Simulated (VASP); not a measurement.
Runs of VASP 6.6.1 on Al2O3. It takes space group R-3c (No. 167, trigonal). Conventional cell: a = 4.760 Å, b = 4.760 Å, c = 12.993 Å, α = 90.00°, β = 90.00°, γ = 120.00°. Around Al (site symmetry 3) lie 6 O at 1.85 to 1.97 Å. O (site symmetry 2) is surrounded by 4 Al at 1.85 to 1.97 Å. The cell was built by a generator and needn't be a form met in nature.

```tsv
task	level	potentials or basis	further INCAR settings	gap on the mesh (eV)	pressure (GPa)	largest force (eV/Å)
dielectric tensor	PBEsol	VASP PAW PBE potentials, release 64 (Al, O)	ALGO = Fast; EDIFF = 1e-08	6.13	-	-
single point	PBEsol	VASP PAW PBE potentials, release 64 (Al, O)	ALGO = Fast; EDIFF = 1e-07	6.13	(a)	0.05
single point	SCAN	VASP PAW PBE potentials, release 64 (Al, O)	ALGO = Normal; EDIFF = 1e-07	7.09	-1.8	(b)
single point	r2SCAN	VASP PAW PBE potentials, release 64 (Al, O)	ALGO = Normal; EDIFF = 1e-07	7.14	(c)	0.08
single point	LDA	VASP PAW LDA potentials, release 64 (Al, O)	ALGO = Fast; EDIFF = 1e-07	6.18	-4.4	0.08
```

Alike in all rows: no spin polarisation; cell as given; k mesh 4 × 4 × 4; cutoff (eV) 520; smearing fermi-dirac 0.05 eV.

Fill in the values left out.

(a) 1.9; (b) 0.07; (c) -0.6.

Caveats: the PAW data sets were made with another functional, which shifts forces and pressure a little (some runs).

Runs at the PBE level aren't shown here.
